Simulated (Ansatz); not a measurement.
**SiO2 at a changed volume: O-17 NMR of the central transition**

Cell: a structure deposited in the COD, relaxed with PBE at fixed cell and then changed (volume scaled by 0.94, ions relaxed).

Space group P4_12_12 (No. 92); a = 4.8712, c = 6.7843 Å.

| site | Wyckoff | site symmetry | x | y | z |
| --- | --- | --- | --- | --- | --- |
| Si | 4a | ..2 | 0.3144 | 0.3144 | 0.0000 |
| O | 8b | 1 | 0.2329 | 0.1350 | 0.1935 |

One atom of each set is listed.

Level of theory: DFT, PBE, plane waves and PAW, scalar-relativistic, 420 eV cutoff, Γ-centred 6×6×5 k-points, Fermi–Dirac smearing 0.02 eV (Ansatz 0.2.0).

O-17 has I = 5/2 and Q = -25.58 mb (Pyykkö 2018); at 35.2 T its Larmor frequency is ν₀ = 203.3 MHz. Only the quadrupole interaction is simulated: positions count from each site's isotropic chemical shift, and J coupling is left out, as are shift anisotropy and dipolar coupling, which fast spinning averages.

Q: Simulate the second-order pattern (fast magic-angle spinning, Gaussian broadening 0.1 kHz) of site O (2 Si at 1.62–1.63 Å, angle 138°).

A: The calculation gives C_Q = -5.60 MHz and η = 0.25, so ν_Q = 0.840 MHz and the centre of gravity lies at -4.65 ppm (-0.944 kHz).

```tsv
offset (kHz)	height
-2.451	0
-2.389	1
-2.328	4
-2.266	7
-2.204	8
-2.143	8
-2.081	8
-2.019	8
-1.958	9
-1.896	9
-1.835	9
-1.773	9
-1.711	11
-1.650	21
-1.588	38
-1.527	48
-1.465	57
-1.403	75
-1.342	93
-1.280	83
-1.219	69
-1.157	63
-1.095	60
-1.034	59
-0.972	58
-0.911	58
-0.849	60
-0.787	62
-0.726	65
-0.664	71
-0.603	83
-0.541	100
-0.479	98
-0.418	80
-0.356	69
-0.294	62
-0.233	49
-0.171	21
-0.110	3
-0.048	0
```

At O V_zz runs parallel to the line that joins its two neighbours (within 1°).

The relaxation (6 steps) took 28 s of wall time (1.8 min of CPU time) and 0.57 GiB at its peak, on 4 threads of Arm Neoverse V1 (aarch64; 8 cores open to the job, memory cap 8.0 GiB, no GPU), a shared host with a load of 0.4 a core.
